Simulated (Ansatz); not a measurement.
Input deck for Ansatz 0.2.0, then the block of the output on the nuclei.

The cell is a computed structure from the Materials Project (it need not be an observed phase), taken as it stands.

```yaml
crystal:
  lattice:
    - [4.27323262, -7.634660945, 0.0]
    - [4.27323262, 7.634660945, 0.0]
    - [0.0, 0.0, 9.62007824]
  atoms:
    - { symbol: Si, position: [0.5908821, 0.78412506, 0.34872678] }
    - { symbol: Si, position: [0.78412506, 0.5908821, 0.65127322] }
    - { symbol: Si, position: [0.71587494, 0.9091179, 0.65127322] }
    - { symbol: Si, position: [0.9091179, 0.71587494, 0.34872678] }
    - { symbol: Si, position: [0.4091179, 0.21587494, 0.65127322] }
    - { symbol: Si, position: [0.21587494, 0.4091179, 0.34872678] }
    - { symbol: Si, position: [0.28412506, 0.0908821, 0.34872678] }
    - { symbol: Si, position: [0.0908821, 0.28412506, 0.65127322] }
    - { symbol: Si, position: [0.56272193, 0.06272193, 0.15656032] }
    - { symbol: Si, position: [0.06272193, 0.56272193, 0.84343968] }
    - { symbol: Si, position: [0.43727807, 0.93727807, 0.84343968] }
    - { symbol: Si, position: [0.93727807, 0.43727807, 0.15656032] }
    - { symbol: O, position: [0.62370282, 0.87629718, 0.5] }
    - { symbol: O, position: [0.87629718, 0.62370282, 0.5] }
    - { symbol: O, position: [0.37629718, 0.12370282, 0.5] }
    - { symbol: O, position: [0.12370282, 0.37629718, 0.5] }
    - { symbol: O, position: [0.58611856, 0.91335382, 0.23354919] }
    - { symbol: O, position: [0.91335382, 0.58611856, 0.76645081] }
    - { symbol: O, position: [0.58664618, 0.91388144, 0.76645081] }
    - { symbol: O, position: [0.91388144, 0.58664618, 0.23354919] }
    - { symbol: O, position: [0.41388144, 0.08664618, 0.76645081] }
    - { symbol: O, position: [0.08664618, 0.41388144, 0.23354919] }
    - { symbol: O, position: [0.41335382, 0.08611856, 0.23354919] }
    - { symbol: O, position: [0.08611856, 0.41335382, 0.76645081] }
    - { symbol: O, position: [0.75, 0.75, 0.31139941] }
    - { symbol: O, position: [0.75, 0.75, 0.68860059] }
    - { symbol: O, position: [0.25, 0.25, 0.68860059] }
    - { symbol: O, position: [0.25, 0.25, 0.31139941] }
    - { symbol: O, position: [0.40369938, 0.59630062, 0.34968016] }
    - { symbol: O, position: [0.59630062, 0.40369938, 0.65031984] }
    - { symbol: O, position: [0.90369938, 0.09630062, 0.65031984] }
    - { symbol: O, position: [0.09630062, 0.90369938, 0.34968016] }
    - { symbol: O, position: [0.75, 0.25, 0.15710868] }
    - { symbol: O, position: [0.25, 0.75, 0.84289132] }
    - { symbol: O, position: [0.5, 0.0, 0.0] }
    - { symbol: O, position: [0.0, 0.5, 0.0] }
kpoints:
  mp_grid: { grid: [3, 3, 2] }
scf:
  occupations: { method: fermi_dirac, width: 0.02 }
hamiltonian:
  xc: pbe
  pseudopotentials: { kind: paw }
output:
  forces: true
  stress: true
  populations: true
  efg: { quadrupole_moments_barn: { O: -0.02558 }, contact_densities: true }
  write_density: true
  write_potential: true
  elf: true
  volumetric_format: npy
```

```sh
ansatz run input.yaml --threads 1 --pin off --max-ram 2560MiB --backend cpu --events-out ev --progress --plain --runs-dir out
```

Of the output, the block on the nuclei alone is shown; the set-up, the SCF iterations, energies, forces and stress are cut. One atom of each set with nearly equal values is shown.

```
--- PAW observables at the nuclei: V_zz in 10²¹ V/m², potentials from the cell's mean, atoms counted from 1 ---
  atom   1  Si V_zz =    -0.594728   η = 0.9152   by run symmetry: allowed
            electrostatic potential = -1351.934777 V   contact ρ = 12800.659238 e/Å³
  atom   9  Si V_zz =    +0.329244   η = 0.5873   by run symmetry: allowed
            electrostatic potential = -1351.917823 V   contact ρ = 12800.354883 e/Å³
  atom  13  O  V_zz =    +9.404858   η = 0.1669   by run symmetry: allowed   C_q = -5.8171 MHz
            electrostatic potential = -616.353652 V   contact ρ = 2153.473041 e/Å³
  atom  17  O  V_zz =   +10.061354   η = 0.0438   by run symmetry: allowed   C_q = -6.2232 MHz
            electrostatic potential = -616.351002 V   contact ρ = 2152.783492 e/Å³
  atom  25  O  V_zz =    +9.726481   η = 0.1087   by run symmetry: allowed   C_q = -6.0160 MHz
            electrostatic potential = -616.335610 V   contact ρ = 2153.157996 e/Å³
  atom  29  O  V_zz =   +10.179581   η = 0.0294   by run symmetry: allowed   C_q = -6.2963 MHz
            electrostatic potential = -616.313877 V   contact ρ = 2152.651390 e/Å³
  atom  33  O  V_zz =   +10.258344   η = 0.0128   by run symmetry: allowed   C_q = -6.3450 MHz
            electrostatic potential = -616.374451 V   contact ρ = 2152.586581 e/Å³
  atom  35  O  V_zz =   +10.340548   η = 0.0139   by run symmetry: allowed   C_q = -6.3959 MHz
            electrostatic potential = -616.397298 V   contact ρ = 2152.504365 e/Å³
```

Hardware: 1 thread of Intel Xeon Platinum 8375C CPU @ 2.90GHz (Ice Lake) (x86_64; 90 cores open to the job, memory cap 2.5 GiB, no GPU), a shared host with a load of 0.7 a core. Wall time 91 s, CPU time 92 s, peak memory 1.2 GiB.

The largest force is 0.3 eV/Å, so the atoms aren't at the calculated equilibrium and relaxing them would move these values.
